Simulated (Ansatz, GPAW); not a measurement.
This is a calculation of Ta for GPAW 26.7.0 (ASE script). 

File run.py:

```python
from ase import Atoms
from ase.dft.bandgap import bandgap
from ase.io import write
from ase.units import Bohr, GPa
from gpaw import GPAW, PW
from gpaw.elf import elf_from_dft_calculation

atoms = Atoms(['Ta'],
              cell=[[-1.65128, 1.65128, 1.65128],
                    [1.65128, -1.65128, 1.65128],
                    [1.65128, 1.65128, -1.65128]],
              scaled_positions=[[0.0, 0.0, 0.0]],
              pbc=True)

calc = GPAW(mode=PW(600),
            xc='PBE',
            kpts={'size': (11, 11, 11), 'gamma': True},
            occupations={'name': 'methfessel-paxton', 'order': 0, 'width': 0.025},
            nbands=15,
            convergence={'density': 1e-05, 'energy': 1e-05},
            maxiter=150,
            txt='gpaw.txt')
atoms.calc = calc
energy = atoms.get_potential_energy()
forces = atoms.get_forces()
stress = atoms.get_stress()
calc.write('gs.gpw')
write('result.traj', atoms)
print(f'Energy: {energy:.6f} eV')
print('Forces (eV/A):')
print(forces.round(4))
print('Stress (GPa):', (stress / GPa).round(3))
print('Fermi level:', round(calc.get_fermi_level(), 4), 'eV')
print(f'Gap: {bandgap(calc)[0]:.4f} eV, direct: {bandgap(calc, direct=True)[0]:.4f} eV')

# fields on the real-space grid
write('density.cube', atoms, data=calc.get_pseudo_density() * Bohr**3)
write('potential.cube', atoms, data=calc.get_electrostatic_potential())
write('elf.cube', atoms, data=elf_from_dft_calculation(calc).data)
```

Potentials or basis: GPAW PAW data sets (gpaw-data 1.2.1), pw.

Command:

```sh
$ OMP_NUM_THREADS=1 python run.py
```

Q: Translate it to Ansatz 0.2.0. Potentials or basis there: Ansatz PAW, cutoff 420 eV.

A: As run (cutoffs and basis follow the program's own potentials, and thresholds, step limits or extra output files can differ):

input.yaml

```yaml
crystal:
  lattice:
    - [-1.65128, 1.65128, 1.65128]
    - [1.65128, -1.65128, 1.65128]
    - [1.65128, 1.65128, -1.65128]
  atoms:
    - { symbol: Ta, position: [0.0, 0.0, 0.0] }
hamiltonian:
  xc: pbe
  pseudopotentials: { kind: paw }
kpoints:
  mp_grid: { grid: [11, 11, 11] }
scf:
  occupations: { method: gaussian, width: 0.025 }
output:
  forces: true
  stress: true
  eigenvalues: true
```

Potentials or basis: Ansatz PAW.

The run is started by

```console
$ ansatz run input.yaml --threads 2 --pin off --max-ram 5632MiB --backend cpu --events-out ev --progress --plain --runs-dir out
```

Both were run:

|  | GPAW | Ansatz |
| --- | --- | --- |
| Pressure | 2.3 GPa | 2.1 GPa |

Ansatz's pressure holds a Pulay term of +0.06 GPa for its cutoff of 420 eV, which the other run lacks.

Where Ansatz's input types no cutoff or centring, it takes its own default and a Γ-centred mesh.

Pressure is positive in compression.
